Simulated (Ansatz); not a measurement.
**PbO2: a hydrostatic pressure series**

One table from this session's results is given with a row withheld; the runs are named, their logs left out.

Computed with Ansatz 0.2.0 (DFT PBEsol, scalar-relativistic, plane waves, PAW, unless a step's input says otherwise).

2 further runs of the same task are left out: 2 set aside as unsound or not needed.

### The starting structure

It takes space group P4_2/mnm (No. 136, tetragonal). Conventional cell: a = 4.997 Å, b = 4.997 Å, c = 3.412 Å, α = 90.00°, β = 90.00°, γ = 90.00°. Pb (site symmetry mmm) is surrounded by 6 O at 2.17 to 2.18 Å. Around O (site symmetry m2m) lie 3 Pb at 2.17 to 2.18 Å.

As a file:

```cif
data_structure
_symmetry_space_group_name_H-M 'P 1'
_symmetry_Int_Tables_number 1
_cell_length_a 4.9973
_cell_length_b 4.9973
_cell_length_c 3.4116
_cell_angle_alpha 90.000
_cell_angle_beta 90.000
_cell_angle_gamma 90.000
_cell_volume 85.20
loop_
_atom_site_label
_atom_site_type_symbol
_atom_site_fract_x
_atom_site_fract_y
_atom_site_fract_z
_atom_site_occupancy
Pb1 Pb 0.00000 0.00000 0.00000 1
Pb2 Pb 0.50000 0.50000 0.50000 1
O1 O 0.30762 0.30762 0.00000 1
O2 O 0.19238 0.80762 0.50000 1
O3 O 0.69238 0.69238 0.00000 1
O4 O 0.80762 0.19238 0.50000 1
```

It is the result of an earlier relaxation at this level (volume 14.20 Å³/atom; gap on the mesh: none (metal)).

The first run:

Contents of input.yaml:

```yaml
crystal:
  lattice:
    - [5.0449274509, 0.0, 0.0]
    - [0.0, 5.0449274509, 0.0]
    - [0.0, 0.0, 3.4440983326]
  atoms:
    - { symbol: Pb, position: [0.0, 0.0, 0.0] }
    - { symbol: Pb, position: [0.5, 0.5, 0.5] }
    - { symbol: O, position: [0.3076225152, 0.3076225152, 0.0] }
    - { symbol: O, position: [0.1923774848, 0.8076225152, 0.5] }
    - { symbol: O, position: [0.6923774848, 0.6923774848, 0.0] }
    - { symbol: O, position: [0.8076225152, 0.1923774848, 0.5] }
basis:
  ecutwfc: 420
kpoints:
  mp_grid: { grid: [8, 8, 10] }
hamiltonian:
  xc: pbesol
scf:
  occupations: { method: gaussian, width: 0.1 }
output:
  forces: true
  stress: true
  eigenvalues: true
relax:
  adjacent_minimum: "off"
  f_tol: 0.008
  max_steps: 50
  cell: { stress_tol: 0.08, p_target: -3.0 }
```

Started as:

```bash
$ ansatz run input.yaml --threads 1 --pin off --max-ram 2560MiB --backend cpu --events-out ev --progress --plain --runs-dir out
```

Steps of the session up to this table: Target pressure -3 GPa; Band edges over the zone at -3 GPa; Relaxing at 3 GPa; 8 GPa; Target pressure 15 GPa; Target pressure 30 GPa; Relaxing at 60 GPa; Band edges over the zone at 60 GPa.

One table of the session follows, with a row left open; its other results are not shown here.

Lengths are those of the vectors of the cell that was run:

| P (GPa) | V (Å³/atom) | a (Å) | b (Å) | c (Å) | ΔH (eV/atom) |
| --- | --- | --- | --- | --- | --- |
| -3 | 14.57 | 5.057 | 5.057 | 3.418 | -0.269 |
| 0 | 14.20 | 4.997 | 4.997 | 3.412 | 0.000 |
| 3 | 13.89 | 4.946 | 4.946 | 3.406 | 0.263 |
| 8 | ? | ? | ? | ? | ? |
| 15 | 12.94 | 4.785 | 4.785 | 3.391 | 1.265 |
| 30 | 12.13 | 4.638 | 4.638 | 3.385 | 2.437 |
| 60 | 11.04 | 4.412 | 4.412 | 3.404 | 4.599 |

Estimate the missing values for P (GPa) = 8.

Worked estimate for «V (Å³/atom)». A straight line through the neighbours (3, 13.89) and (15, 12.94) gives 13.89 + (12.94 − 13.89) × (8 − 3) / (15 − 3) = 13.49; a parabola fitted to 4 rows on both sides gives 13.46.

The run gave: V (Å³/atom): 13.44; a (Å): 4.872; b (Å): 4.872; c (Å): 3.398; ΔH (eV/atom): 0.689. In «V (Å³/atom)» the line misses by +0.05 and the parabola by +0.02.

ΔH is E + PV over the energy at zero pressure; a, b and c are the vectors of the computed cell.

Limits of these values: Warnings in the runs' records: band edges overlap.
